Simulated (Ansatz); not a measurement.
# Cost and result for the equilibrium volume of GaAs

**What was measured.** The equilibrium volume of GaAs (F-43m) is reported as 22.58 Å³/atom at 298 K (a printed reference work). The runs below try to reproduce it.

```cif
data_structure
_symmetry_space_group_name_H-M 'F-43m'
_symmetry_Int_Tables_number 216
_cell_length_a 5.6537
_cell_length_b 5.6537
_cell_length_c 5.6537
_cell_angle_alpha 90.000
_cell_angle_beta 90.000
_cell_angle_gamma 90.000
_cell_volume 180.72
loop_
_atom_site_label
_atom_site_type_symbol
_atom_site_symmetry_multiplicity
_atom_site_Wyckoff_symbol
_atom_site_fract_x
_atom_site_fract_y
_atom_site_fract_z
_atom_site_occupancy
As1 As 4 c 0.25000 0.25000 0.25000 1
Ga1 Ga 4 a 0.00000 0.00000 0.00000 1
```

| rung | level | program and potentials | cutoff (eV) | k mesh | smearing | task | core time | chip | equilibrium volume (Å³/atom) | miss | notes |
| --- | --- | --- | --- | --- | --- | --- | --- | --- | --- | --- | --- |
| GGA | PBEsol | Ansatz, Ansatz PAW | 420 | 8 × 8 × 8 | fermi-dirac 0.05 | relaxation of cell and atoms | 7.1 s | Arm Neoverse V1 | 22.64 | +0.3 % | potentials made for PBE, which Ansatz adapts in part |
| GGA + dispersion | PBE+D4 | Ansatz, Ansatz PAW | 420 | 8 × 8 × 8 | fermi-dirac 0.05 | relaxation of cell and atoms | 14 s | Intel Xeon Skylake/Cascade Lake | 22.66 | +0.4 % | - |
| meta-GGA + dispersion | r2SCAN+D3(BJ) | Ansatz, Ansatz PAW | 500 | 8 × 8 × 8 | fermi-dirac 0.05 | equation of state | 42 s | Arm Neoverse V1 | 22.41 | -0.8 % | potentials made for PBE, which Ansatz adapts in part |
| GGA | PBE | Ansatz, PseudoDojo standard | 1143 | 8 × 8 × 8 | fermi-dirac 0.05 | equation of state | 42 s | Arm Neoverse V2 | 23.74 | +5.1 % | - |
| hybrid | PBE0 | Ansatz, Ansatz PAW | 420 | 4 × 4 × 4 | fermi-dirac 0.05 | relaxation of cell and atoms | 1.8 min | Intel Xeon | 22.95 | +1.6 % | coarse mesh; potentials made for PBE, which Ansatz adapts in part |
| hybrid | r2SCAN50 | Ansatz, Ansatz PAW | 500 | 4 × 4 × 4 | fermi-dirac 0.05 | equation of state | 3.4 min | Arm Neoverse V1 | 22.23 | -1.6 % | coarse mesh; potentials made for PBE, which Ansatz adapts in part |
| hybrid | CAM-B3LYP | Ansatz, Ansatz PAW | 420 | 4 × 4 × 4 | fermi-dirac 0.05 | equation of state | 5 min | Intel Xeon Platinum 8175M Skylake/Cascade Lake | 22.88 | +1.3 % | coarse mesh; potentials made for PBE, which Ansatz adapts in part |

Times are single runs on shared hosts and different chips, so they are rough; meshes, cutoffs and the tasks' sizes weigh on the time. All rows: no spin polarisation. Smearing widths are in eV. Meshes differ between rows, which moves values too. Meshes are those of the run's cell of 2 atoms unless a note names another. Relaxations start from the cell shown or near it and stop with a little pressure left. Misses use the values as printed. Runs on faulty files, with rough fits or with known faults for this quantity aren't shown. No row holds spin-orbit coupling.

By rung: GGA 22.64 to 23.74; GGA + dispersion 22.66; meta-GGA + dispersion 22.41; hybrid on coarse meshes 22.23 to 22.95 (Å³/atom). Measured: 22.58 Å³/atom at 298 K (a printed reference work). Closest, coarse meshes and atomic bases left aside, is PBEsol (+0.3 %), and PBE misses by +5.1 % on plain settings. The runs are for a static lattice, while measurements hold temperature and zero-point motion.
